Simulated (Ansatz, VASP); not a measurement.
One calculation of Hg, two programs

INCAR

```
PREC = Accurate ; ENCUT = 520
EDIFF = 1E-6 ; ISMEAR = 1
SIGMA = 0.1 ; LREAL = False
LASPH = True ; NELM = 80
ALGO = Normal ; ISIF = 2
LWAVE = False ; LCHARG = False
GGA = PS ; NBANDS = 19
```

File KPOINTS:

```
Automatic mesh
0
Gamma
  3 3 2
```

POSCAR

```
Hg
1.0
    3.4618100000      0.0000000000      0.0000000000
   -1.7309050000      2.9980154031      0.0000000000
    0.0000000000      0.0000000000      5.4875480000
Hg
2
Direct
    0.6666666667      0.3333333333      0.7500000000
    0.3333333333      0.6666666667      0.2500000000
```

Input for Ansatz:

```yaml
crystal:
  lattice:
    a: 3.46181
    b: 3.46181
    c: 5.487548
    alpha: 90.0
    beta: 90.0
    gamma: 120.0
  atoms:
    - { symbol: Hg, position: [0.6666666666666666, 0.3333333333333333, 0.75] }
    - { symbol: Hg, position: [0.3333333333333333, 0.6666666666666666, 0.25] }
basis:
  ecutwfc: 420.0
kpoints:
  mp_grid:
    grid: [3, 3, 2]
hamiltonian:
  xc: pbesol
scf:
  occupations:
    method: cold
output:
  forces: true
  stress: true
```

Alike in both runs: task single point; functional PBEsol; k mesh 3 × 3 × 2; no spin polarisation.

|  | VASP | Ansatz |
| --- | --- | --- |
| version | VASP 6.6.1 | Ansatz 0.2.0 |
| potentials or method | VASP PAW PBE potentials, release 64 (Hg) | plane waves, PAW |
| plane-wave cutoff (eV) | 520 | 420 |
| occupations | methfessel-paxton of order 1, width 0.1 eV | cold |
| valence electrons in the cell | 24 | 40 |

|  | VASP | Ansatz | Ansatz less VASP |
| --- | --- | --- | --- |
| pressure (GPa) | -1.9 | -2.1 | -0.19 |
| largest component of the traceless stress (GPa) | 4.26 | 4.18 | -0.080 |

The two sets of potentials don't hold the same shells in valence.

Caveats: the k mesh is coarse (spacing up to 0.70 Å⁻¹), so the values aren't converged; the PAW data sets were made with another functional, which shifts forces and pressure a little (VASP). The runs have no spin-orbit coupling, so splittings on Hg are missing.
